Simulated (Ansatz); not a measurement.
# Pt: equation of state with rPW86-PBE+rVV10

The system is Pt.

```xyz
1
Lattice="0.0000 1.9609 1.9609 1.9609 0.0000 1.9609 1.9609 1.9609 0.0000" Properties=species:S:1:pos:R:3 pbc="T T T"
Pt    0.0000    0.0000    0.0000
```

```
Program             : Ansatz 0.2.0
Task                : equation of state
Functional          : rPW86-PBE
Dispersion          : rVV10
Potentials or basis : Ansatz PAW
Cutoff              : 420 eV
Density cutoff      : 2100 eV
k mesh              : 12 × 12 × 12
Occupations         : fermi-dirac, width 0.05 eV
Spin                : no spin polarisation
```

The equilibrium volume is 16.15 Å³/atom (rough: see the caveat) and the bulk modulus is 232 GPa (rough).

Energy against volume, from the lowest point:
| volume (Å³/atom) | energy (meV/atom) |
| --- | --- |
| 14.175 | 228.58 |
| 14.477 | 156.71 |
| 14.778 | 100.46 |
| 15.080 | 58.11 |
| 15.381 | 28.16 |
| 15.683 | 9.18 |
| 15.985 | 0.00 |

All runs of the series together: 5.4 s on 2 threads of Arm Neoverse V2 (shared host).

Caveat: the potentials were made for another functional, which shifts forces and pressure; the minimum lies outside the volumes run. Spin-orbit coupling is left out, which matters for the levels of Pt.
